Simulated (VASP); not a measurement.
# Au (Fm-3m) in VASP: notebook

Runs on Au. Level: PBEsol. Tasks: relaxation of cell and atoms.

All numbers are computed with VASP 6.6.1; they aren't measurements. Logs are shortened: lines on timing, memory, paths and dates and some standing lists are left out, and cuts for length are marked.

## 1. Starting point

Symmetry: Fm-3m, No. 225, cubic system. Conventional cell: a = 4.070 Å, b = 4.070 Å, c = 4.070 Å, α = 90.00°, β = 90.00°, γ = 90.00°. Around Au (site symmetry m-3m) lie 12 Au at 2.88 Å.

## 2. Relaxation of cell and atoms, PBEsol

Input file INCAR:

```
ALGO     = Normal         # electronic algorithm
EDIFF    = 1E-6           # SCF threshold, eV
EDIFFG   = -0.01          # ionic threshold
ENCUT    = 600            # plane-wave cutoff, eV
GGA      = PS             # functional
IBRION   = 2              # ionic algorithm
ISIF     = 3              # what is computed and relaxed
ISMEAR   = 1              # smearing method
KPAR     = 4            
LASPH    = T              # aspherical terms in the spheres
LCHARG   = F              # write CHGCAR
LREAL    = F              # projectors in reciprocal space
LWAVE    = F              # write WAVECAR
NELM     = 80             # most SCF steps
NSW      = 90             # ionic steps
PREC     = Accurate       # precision mode
SIGMA    = 0.1            # smearing width, eV
```

Input file KPOINTS:

```
k-points
0
Gamma
  16 16 16
```

Input file POSCAR:

```
Au
1.0
    0.0000000000      2.0350000000      2.0350000000
    2.0350000000      0.0000000000      2.0350000000
    2.0350000000      2.0350000000      0.0000000000
Au
1
Direct
    0.0000000000      0.0000000000      0.0000000000
```

Potentials or basis: VASP PAW PBE potentials, release 64 (Au).

The run is started by

```
> cat potpaw_PBE.64/Au/POTCAR > POTCAR
> mpirun -np 4 vasp_std > vasp.out
```

OUTCAR:

```text
EDIFF = 1E-6
   EDIFFG = -0.01
   ENCUT = 600
   GGA = PS
   IBRION = 2
   ISIF = 3
   ISMEAR = 1
   LASPH = T
   LREAL = F
   NELM = 80
   NSW = 90
   PREC = Accurate

 ion  position               nearest neighbor table
   1  0.000  0.000  0.000-

  LATTYP: Found a face centered cubic cell.
 ALAT       =     4.0700000000

  Lattice vectors:

 A1 = (   0.0000000000,   2.0350000000,   2.0350000000)
 A2 = (   2.0350000000,   0.0000000000,   2.0350000000)
 A3 = (   2.0350000000,   2.0350000000,   0.0000000000)

Analysis of symmetry for initial positions (statically):
=====================================================================
 Subroutine PRICEL returns:
 Original cell was already a primitive cell.

 Routine SETGRP: Setting up the symmetry group for a
 face centered cubic supercell.

 Subroutine GETGRP returns: Found 48 space group operations
 (whereof 48 operations were pure point group operations)
 out of a pool of 48 trial point group operations.

The static configuration has the point symmetry O_h .

Analysis of symmetry for dynamics (positions and initial velocities):
=====================================================================
 Subroutine PRICEL returns:
 Original cell was already a primitive cell.

 Routine SETGRP: Setting up the symmetry group for a
 face centered cubic supercell.

 Subroutine GETGRP returns: Found 48 space group operations
 (whereof 48 operations were pure point group operations)
 out of a pool of 48 trial point group operations.

The dynamic configuration has the point symmetry O_h .

 Subroutine INISYM returns: Found 48 space group operations
 (whereof 48 operations are pure point group operations),
 and found     1 'primitive' translations

----------------------------------------------------------------------------------------

                                     Primitive cell

  volume of cell :      16.8548

  direct lattice vectors                    reciprocal lattice vectors
     0.000000000  2.035000000  2.035000000    -0.245700246  0.245700246  0.245700246
     2.035000000  0.000000000  2.035000000     0.245700246 -0.245700246  0.245700246
     2.035000000  2.035000000  0.000000000     0.245700246  0.245700246 -0.245700246

  length of vectors
     2.877924599  2.877924599  2.877924599     0.425565309  0.425565309  0.425565309

  position of ions in fractional coordinates (direct lattice)
     0.000000000  0.000000000  0.000000000

  ion indices of the primitive-cell ions
   primitive index   ion index
                 1           1

----------------------------------------------------------------------------------------

 KPOINTS: k-points

Automatic generation of k-mesh.
 Grid dimensions read from file:
 generate k-points for:   16   16   16

 Generating k-lattice:

  Cartesian coordinates                     Fractional coordinates (reciprocal lattice)
    -0.015356265  0.015356265  0.015356265     0.062500000  0.000000000  0.000000000
     0.015356265 -0.015356265  0.015356265     0.000000000  0.062500000  0.000000000
     0.015356265  0.015356265 -0.015356265     0.000000000  0.000000000  0.062500000

  Length of vectors
     0.026597832  0.026597832  0.026597832

  Shift w.r.t. Gamma in fractional coordinates (k-lattice)
     0.000000000  0.000000000  0.000000000

 Subroutine IBZKPT returns following result:
 ===========================================

 Found    145 irreducible k-points:

 Following reciprocal coordinates:
            Coordinates               Weight
  0.000000  0.000000  0.000000      1.000000
  0.062500  0.000000  0.000000      8.000000
  0.125000  0.000000  0.000000      8.000000
  0.187500  0.000000  0.000000      8.000000
  0.250000  0.000000  0.000000      8.000000
  0.312500  0.000000  0.000000      8.000000
[... 16 lines left out ...]
 -0.125000  0.062500  0.000000     24.000000
 -0.062500  0.062500  0.000000     12.000000
 [... further k-points ...]
   k-points           NKPTS =    145   k-points in BZ     NKDIM =    145   number of bands    NBANDS=      9
   number of dos      NEDOS =    301   number of ions     NIONS =      1
   total plane-waves  NPLWV =  13824
   dimension x,y,z NGX =    24 NGY =   24 NGZ =   24
   dimension x,y,z NGXF=    48 NGYF=   48 NGZF=   48
   ions per type =               1
   NGX,Y,Z   is equivalent  to a cutoff of  13.86, 13.86, 13.86 a.u.
   NGXF,Y,Z  is equivalent  to a cutoff of  27.73, 27.73, 27.73 a.u.
 SYSTEM =  unknown system
   PREC   = accura    normal or accurate (medium, high low for compatibility)
   ISTART =      0    job   : 0-new  1-cont  2-samecut
   ICHARG =      2    charge: 1-file 2-atom 10-const
   ISPIN  =      1    spin polarized calculation?
   LNONCOLLINEAR =      F non collinear calculations
   LSORBIT =      F    spin-orbit coupling
   LASPH  =      T    aspherical Exc in radial PAW
   ENCUT  =  600.0 eV  44.10 Ry    6.64 a.u.   5.75  5.75  5.75*2*pi/ulx,y,z
   NELM   =     80;   NELMIN=  2; NELMDL= -5     # of ELM steps
   EDIFF  = 0.1E-05   stopping-criterion for ELM
   LREAL  =      F    real-space projection
   EDIFFG = -.1E-01   stopping-criterion for IOM
   NSW    =     90    number of steps for IOM
   IBRION =      2    ionic relax: 0-MD 1-quasi-New 2-CG
   NFREE  =      1    steps in history (QN), initial steepest desc. (CG)
   ISIF   =      3    stress and relaxation
   ISYM   =      2    0-nonsym 1-usesym 2-fastsym
   POTIM  = 0.5000    time-step for ionic-motion
   TEBEG  =    0.0;   TEEND  =   0.0 temperature during run
   PSTRESS=    0.0 pullay stress
   NELECT =      11.0000    total number of electrons
   NUPDOWN=      -1.0000    fix difference up-down
   EMIN   =  10.00;   EMAX   =-10.00  energy-range for DOS
   EFERMI =   0.00;   METHOD = LEGACY
   ISMEAR =     1;   SIGMA  =   0.10  broadening in eV -4-tet -1-fermi 0-gaus
   EFERMI_NEDOS =   21; number of points for ismear=-14 and -15
   IALGO  =     38    algorithm
   IMIX   =      4    mixing-type and parameters
     AMIX     =   0.40;   BMIX     =  1.00
     AMIX_MAG =   1.60;   BMIX_MAG =  1.00
  volume/ion in A,a.u.               =      16.85       113.74
  Fermi-wavevector in a.u.,A,eV,Ry     =   1.420032  2.683470 27.436005  2.016489
  Thomas-Fermi vector in A             =   2.540990
   LORBIT       =      0    0 simple, 1 ext, 2 COOP (PROOUT), +10 PAW based schemes
   GGA     = PS    functional components
   LHFCALC =     F    Hartree Fock is set to
   AEXX    =    0.0000 exact exchange contribution
   IVDW    =     0    specifies the selected vdW correction
   LEPSILON=     F    determine dielectric tensor
   LRPA    =     F    only Hartree local field effects (RPA)
 conjugate gradient relaxation of ions
 non-spin polarized calculation
 Methfessel and Paxton  Order N= 1 SIGMA  =   0.10
  energy-cutoff  :      600.00
  volume of cell :       16.85
 maximum number of plane-waves:       588
   NGX = 11   NGY = 11   NGZ = 11

--------------------------------------- Ionic step        1  -------------------------------------------

 number of electron      10.9999999 magnetization

 Free energy of the ion-electron system (eV)
  ---------------------------------------------------
  ext. energy  EPLUGINS =         0.00000000
  ---------------------------------------------------
  free energy    TOTEN  =        -3.92290962 eV

  energy without entropy =       -3.92277103  energy(sigma->0) =       -3.92286343

------------------------ aborting loop because EDIFF is reached ----------------------------------------

  FORCE on cell =-STRESS in cart. coord.  units (eV):
  Direction    XX          YY          ZZ          XY          YZ          ZX
  --------------------------------------------------------------------------------------
  -------------------------------------------------------------------------------------
  Total        0.1647325      0.1647325      0.1647325      0.0000000      0.0000000     -0.0000000
  in kB       15.6590898     15.6590898     15.6590898      0.0000000      0.0000000     -0.0000000
  external PRESSURE =      15.6590898 kB  Pullay stress =       0.0000000 kB
[... 55 lines left out ...]
  energy  without entropy=       -3.9213920613  energy(sigma->0) =       -3.92146096

--------------------------------------- Ionic step        3  -------------------------------------------

 number of electron      11.0000000 magnetization

 Free energy of the ion-electron system (eV)
  ---------------------------------------------------
  ext. energy  EPLUGINS =         0.00000000
  ---------------------------------------------------
  free energy    TOTEN  =        -3.92361200 eV

  energy without entropy =       -3.92349290  energy(sigma->0) =       -3.92357230

 E-fermi :   9.2818     XC(G=0): -12.8990

 val. band max:        9.1821599804   @ k =   0.5000   0.2500   0.1250
 cond. band min:       9.2984758283   @ k =   0.5000   0.3125   0.1250
 fundamental gap:      0.1163158479
 Fermi energy:         9.2817911927

 k-point     1 :       0.0000    0.0000    0.0000
  band No.  band energies     occupation
      1      -0.6280      2.00000
      2       4.6267      2.00000
      3       4.6267      2.00000
      4       4.6267      2.00000
      5       6.1635      2.00000
      6       6.1635      2.00000
      7      23.8148      0.00000
      8      27.8236      0.00000
      9      27.8236      0.00000
[... 265 lines left out ...]
 k-point    24 :      -0.0625    0.0625    0.0000
  band No.  band energies     occupation
      1      -0.2673      2.00000
      2       4.4935      2.00000
      3       4.7397      2.00000
      4       4.7745      2.00000
      5       6.0369      2.00000
      6       6.1888      2.00000
      7      24.2188      0.00000
      8      26.1008      0.00000
      9      27.6053      0.00000

 [... further k-points ...]

------------------------ aborting loop because EDIFF is reached ----------------------------------------

  FORCE on cell =-STRESS in cart. coord.  units (eV):
  Direction    XX          YY          ZZ          XY          YZ          ZX
  --------------------------------------------------------------------------------------
  -------------------------------------------------------------------------------------
  Total       -0.0003131     -0.0003131     -0.0003131      0.0000000     -0.0000000      0.0000000
  in kB       -0.0295042     -0.0295042     -0.0295042      0.0000000     -0.0000000      0.0000000
  external PRESSURE =      -0.0295042 kB  Pullay stress =       0.0000000 kB
[... 16 lines left out ...]
  FREE ENERGIE OF THE ION-ELECTRON SYSTEM (eV)
  ---------------------------------------------------
  free  energy   TOTEN  =        -3.9236119994 eV

  energy  without entropy=       -3.9234928994  energy(sigma->0) =       -3.92357230

 reached required accuracy - stopping structural energy minimisation
```

It took 8.6 s on 4 MPI ranks of Intel Xeon Platinum 8488C (Sapphire Rapids), shared host; peak memory 0.15 GiB.

What came out:

```
Free energy                            : -3.9236 eV
Relaxed volume                         : 17.00 Å³/atom
Relaxed cell                           : a = 2.886 Å, b = 2.886 Å, c = 2.886 Å, α = 60.00°, β = 60.00°, γ = 60.00°
Space group after relaxing (to 0.05 Å) : Fm-3m (No. 225)
Energy gained by relaxing              : 0.7 meV/atom
Ionic steps                            : 3
Pressure after relaxing                : 0.0 GPa
Band gap on the k mesh                 : none (metal or under the smearing width)
```

The path:
```
step  energy change (eV)  largest force (eV/Å)  pressure (GPa)  volume (Å³)
   1              0.0000                0.0000            1.57        16.85
   2              0.0014                0.0000           -2.56        17.26
   3             -0.0007                0.0000            0.00        17.00
```

Final structure:
```cif
data_structure
_symmetry_space_group_name_H-M 'P 1'
_symmetry_Int_Tables_number 1
_cell_length_a 2.8862
_cell_length_b 2.8862
_cell_length_c 2.8862
_cell_angle_alpha 60.000
_cell_angle_beta 60.000
_cell_angle_gamma 60.000
_cell_volume 17.00
loop_
_atom_site_label
_atom_site_type_symbol
_atom_site_fract_x
_atom_site_fract_y
_atom_site_fract_z
_atom_site_occupancy
Au1 Au 0.00000 0.00000 0.00000 1
```

Caveat: the PAW data sets were made with another functional, which shifts forces and pressure a little.

## 3. Relaxation of cell and atoms, PBEsol

This run uses another cell than the first one, of 17.00 Å³/atom, 1.009 times its volume.

Edit INCAR of step 2 so:

```diff
@@ -1,4 +1,4 @@
 ALGO     = Normal         # electronic algorithm
-EDIFF    = 1E-6           # SCF threshold, eV
-EDIFFG   = -0.01          # ionic threshold
+EDIFF    = 1E-7           # SCF threshold, eV
+EDIFFG   = -0.005         # ionic threshold
 ENCUT    = 600            # plane-wave cutoff, eV
```

KPOINTS is that of step 2.

Input file POSCAR:

```
Au                                      
1.0
    0.0000000000      2.0408538054      2.0408538054
    2.0408538054      0.0000000000      2.0408538054
    2.0408538054      2.0408538054     -0.0000000000
  Au            
     1
Direct
     0.0000000000000000    0.0000000000000000    0.0000000000000000
```

Potentials or basis: VASP PAW PBE potentials, release 64 (Au).

The run is started by

```
> cat potpaw_PBE.64/Au/POTCAR > POTCAR
> mpirun -np 4 vasp_std > vasp.out
```

OUTCAR:

```text
EDIFF = 1E-7
   EDIFFG = -0.005
   ENCUT = 600
   GGA = PS
   IBRION = 2
   ISIF = 3
   ISMEAR = 1
   LASPH = T
   LREAL = F
   NELM = 80
   NSW = 90
   PREC = Accurate

 ion  position               nearest neighbor table
   1  0.000  0.000  0.000-

  LATTYP: Found a face centered cubic cell.
 ALAT       =     4.0817076108

  Lattice vectors:

 A1 = (   0.0000000000,   2.0408538054,   2.0408538054)
[... 470 lines left out ...]
      9      27.6054      0.00000

 [... further k-points ...]

------------------------ aborting loop because EDIFF is reached ----------------------------------------

  FORCE on cell =-STRESS in cart. coord.  units (eV):
  Direction    XX          YY          ZZ          XY          YZ          ZX
  --------------------------------------------------------------------------------------
  -------------------------------------------------------------------------------------
  Total        0.0005119      0.0005119      0.0005119      0.0000000     -0.0000000      0.0000000
  in kB        0.0482429      0.0482429      0.0482429      0.0000000     -0.0000000      0.0000000
  external PRESSURE =       0.0482429 kB  Pullay stress =       0.0000000 kB

 VOLUME and BASIS-vectors are now :
 -----------------------------------------------------------------------------
  energy-cutoff  :      600.00
  volume of cell :       17.00
      direct lattice vectors                 reciprocal lattice vectors
     0.000000000  2.040853805  2.040853805    -0.244995501  0.244995501  0.244995501
     2.040853805  0.000000000  2.040853805     0.244995501 -0.244995501  0.244995501
     2.040853805  2.040853805  0.000000000     0.244995501  0.244995501 -0.244995501

 POSITION                                       TOTAL-FORCE (eV/Angst)
 -----------------------------------------------------------------------------------
      0.00000      0.00000      0.00000         0.000000      0.000000      0.000000
 -----------------------------------------------------------------------------------
    total drift:                               -0.000000      0.000000     -0.000000

  FREE ENERGIE OF THE ION-ELECTRON SYSTEM (eV)
  ---------------------------------------------------
  free  energy   TOTEN  =        -3.9236403255 eV

  energy  without entropy=       -3.9235212205  energy(sigma->0) =       -3.92360062

 reached required accuracy - stopping structural energy minimisation
```

OSZICAR:

```text
N       E                     dE             d eps       ncg     rms          rms(c)
DAV:   1     0.498352880523E+02    0.49835E+02   -0.63340E+03  2666   0.123E+03
DAV:   2    -0.381521736877E+01   -0.53651E+02   -0.51146E+02  2711   0.218E+02
DAV:   3    -0.425994350221E+01   -0.44473E+00   -0.44425E+00  3099   0.213E+01
DAV:   4    -0.426104386720E+01   -0.11004E-02   -0.11003E-02  2999   0.112E+00
DAV:   5    -0.426105052390E+01   -0.66567E-05   -0.66559E-05  2913   0.829E-02    0.968E+00
DAV:   6    -0.394993210605E+01    0.31112E+00   -0.10186E+00  2669   0.979E+00    0.597E+00
DAV:   7    -0.392663525669E+01    0.23297E-01   -0.90258E-02  2823   0.284E+00    0.284E+00
DAV:   8    -0.392364887538E+01    0.29864E-02   -0.18533E-03  2748   0.496E-01    0.276E-01
DAV:   9    -0.392363693431E+01    0.11941E-04   -0.67726E-06  2923   0.299E-02    0.142E-02
DAV:  10    -0.392364031996E+01   -0.33856E-05   -0.10571E-06  2904   0.115E-02    0.185E-03
DAV:  11    -0.392364032552E+01   -0.55558E-08   -0.27375E-08  1706   0.171E-03
   1 F= -.39236403E+01 E0= -.39236006E+01  d E =-.392364E+01
```

Wall time 4.2 s (4 MPI ranks of Intel Xeon Platinum 8488C (Sapphire Rapids), shared host); peak memory 0.15 GiB.

Results:

| Quantity | Value |
| --- | --- |
| Free energy | -3.9236 eV |
| Pressure after relaxing | 0.0 GPa |
| Band gap on the k mesh | none (metal or under the smearing width) |

Final structure:
```cif
data_structure
_symmetry_space_group_name_H-M 'P 1'
_symmetry_Int_Tables_number 1
_cell_length_a 2.8862
_cell_length_b 2.8862
_cell_length_c 2.8862
_cell_angle_alpha 60.000
_cell_angle_beta 60.000
_cell_angle_gamma 60.000
_cell_volume 17.00
loop_
_atom_site_label
_atom_site_type_symbol
_atom_site_fract_x
_atom_site_fract_y
_atom_site_fract_z
_atom_site_occupancy
Au1 Au 0.00000 0.00000 0.00000 1
```

Caveat: the relaxation stopped at its first step, so nothing moved; the PAW data sets were made with another functional, which shifts forces and pressure a little. Spin-orbit coupling is left out, which matters for the levels of Au.
